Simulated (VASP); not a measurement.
The cell holds one NaBr (rock salt) (110) slab, with vacuum along c, ions free to move until forces fall under 0.03 eV/Å, no reconstruction beyond this cell, dipole correction on. Ionisation potential and electron affinity count from the cell's own band edges, surface states included.

Consider the following.

```yaml
crystal:
  lattice:
    - [4.26280, 0.00000, 0.00000]
    - [0.00000, 6.02851, 0.00000]
    - [0.00000, 0.00000, 27.93541]
  atoms:
    - { symbol: Na, position: [0.00000, 0.00000, 0.31735] }
    - { symbol: Na, position: [0.50000, 0.50000, 0.37995] }
    - { symbol: Na, position: [0.00000, 0.00000, 0.46433] }
    - { symbol: Na, position: [0.50000, 0.50000, 0.53567] }
    - { symbol: Na, position: [0.00000, 0.00000, 0.62005] }
    - { symbol: Na, position: [0.50000, 0.50000, 0.68265] }
    - { symbol: Br, position: [0.50000, 0.00000, 0.38621] }
    - { symbol: Br, position: [0.00000, 0.50000, 0.30728] }
    - { symbol: Br, position: [0.50000, 0.00000, 0.53988] }
    - { symbol: Br, position: [0.00000, 0.50000, 0.46012] }
    - { symbol: Br, position: [0.50000, 0.00000, 0.69272] }
    - { symbol: Br, position: [0.00000, 0.50000, 0.61379] }
```

All values below come from PBE GGA, VASP's PBE PAW potentials (set 64) (plane waves; VASP). Numerical set-up: 400 eV cut-off, 5×4×1 Γ-centred mesh, Gaussian smearing of 0.050 eV, potentials Na_pv Br.

Slab and bulk use different k-meshes, so the surface energy is good to a few per cent at best.

Problem. Predict its surface energy, ionisation potential, electron affinity, band gap (on the k-mesh).

Solution. 
```json
{
  "surface_energy": "0.26 J/m²",
  "ionisation_potential": "6.01 eV",
  "electron_affinity": "2.42 eV",
  "band gap (on the k-mesh)": "3.59 eV"
}
```

The cell is a thin slab with vacuum, built from NaBr (rock salt): (110) face.
